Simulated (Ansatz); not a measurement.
Hf2S: how the free axis answers a strain

Hf2S, P6_3/mmc, a = 3.381 Å, c = 11.741 Å. The structure is a Materials Project entry; whether it is the stable form wasn't checked. Ansatz: r2SCAN, PAW, 500 eV, Γ-centred 12×12×4 mesh on 6 atoms, Gaussian smearing 0.10 eV; no spin polarisation. Series: biaxial strain in the a-b plane, c and atoms relaxed; x is the strain in per cent. y is the change of c in per cent of 11.741 Å.

| x (%) | y (%) |
| --- | --- |
| -3.0 | ? |
| -1.5 | 1.02 |
| 0.0 | 0.00 |
| 1.5 | -0.91 |
| 3.0 | -1.75 |

Task: Fit y = c1 x + c2 x² to the other rows, say what c1 measures, and predict the missing y.

Result: Least squares on the rows shown. y = −0.6458 x + 0.02121 x². With no stress along c, c1 = −2C13/C33 = -0.646. At x = -3.0 the fit asked for gives 2.13 %. The run gave 2.04 %, so the fit is 0.09 % too high, 2.4 % of the span of the series, against an rms of 0.007 % on the fitted rows. The row lies outside the fitted range. With a term in x³ added, a fit to the same known rows (none to spare) predicts 2.19 %, further off still.

Spin–orbit coupling is left out, which can shift energies with elements as heavy as these.